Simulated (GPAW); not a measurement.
Set up this calculation in GPAW 26.7.0, as an ASE script.

| Quantity | Value |
| --- | --- |
| Task | relaxation of cell and atoms |
| Functional | BLYP |
| Dispersion | D3(BJ) |
| Potentials or basis | PAW data sets generated in the run's folder for this functional |
| Cutoff | 600 eV |
| Basis | pw |
| k mesh | 8 × 8 × 8 |
| Occupations | fermi-dirac, width 0.05 eV |
| Spin | no spin polarisation |
| Eigensolver | davidson |
| Maxiter | 150 |
| Optimizer | BFGS |
| Fmax | 0.01 eV/Å |
| Max steps | 100 |
| Convergence | density=1e-05 forces=0.0001 |

The structure of GaAs lies in POSCAR:

```
GaAs
1.0
    0.0000000000      2.8268500000      2.8268500000
    2.8268500000      0.0000000000      2.8268500000
    2.8268500000      2.8268500000      0.0000000000
As Ga
1 1
Direct
    0.7500000000      0.7500000000      0.7500000000
    0.0000000000      0.0000000000      0.0000000000
```

These files were run (other wordings do the same):

run.py

```python
from ase.calculators.mixing import SumCalculator
from ase.filters import FrechetCellFilter
from ase.io import read, write
from ase.optimize import BFGS
from dftd3.ase import DFTD3
from gpaw import GPAW, PW, setup_paths

setup_paths.insert(0, '.')

atoms = read('POSCAR')

calc = GPAW(mode=PW(600),
            xc='BLYP',
            kpts={'size': (8, 8, 8), 'gamma': True},
            occupations={'name': 'fermi-dirac', 'width': 0.05},
            nbands=11,
            convergence={'density': 1e-05, 'forces': 0.0001},
            eigensolver='davidson',
            maxiter=150,
            txt='gpaw.txt')
atoms.calc = SumCalculator([calc, DFTD3(method='blyp', damping='d3bj')])
opt = BFGS(FrechetCellFilter(atoms), trajectory='relax.traj', logfile='-')
done = opt.run(fmax=0.01, steps=100)
calc.write('gs.gpw')
write('result.traj', atoms)
print('Converged:', done)
print('Cell:', atoms.cell.cellpar().round(4))
print('Volume:', round(atoms.get_volume(), 4))
print(atoms.get_scaled_positions().round(5))
```

Potentials or basis: PAW data sets generated in the run's folder for this functional, pw.

The run is started by

```console
$ gpaw-setup -f BLYP As Ga
$ OMP_NUM_THREADS=1 python run.py
```

It gave:

```
Relaxed volume                         : 23.16 Å³/atom
Relaxed cell                           : a = 4.031 Å, b = 4.031 Å, c = 4.031 Å, α = 60.00°, β = 60.00°, γ = 60.00°
Space group after relaxing (to 0.05 Å) : F-43m (No. 216)
Energy gained by relaxing              : 3.2 meV/atom
Ionic steps                            : 3
Pressure after relaxing                : 0.1 GPa
Band gap on the k mesh                 : 0.24 eV, direct
Dispersion energy per atom             : -0.725 eV
```

Caveat: later steps reuse the first step's grids.

Run time: 31 s on 1 thread of Arm Neoverse V1 (shared host), peak memory 0.18 GiB.
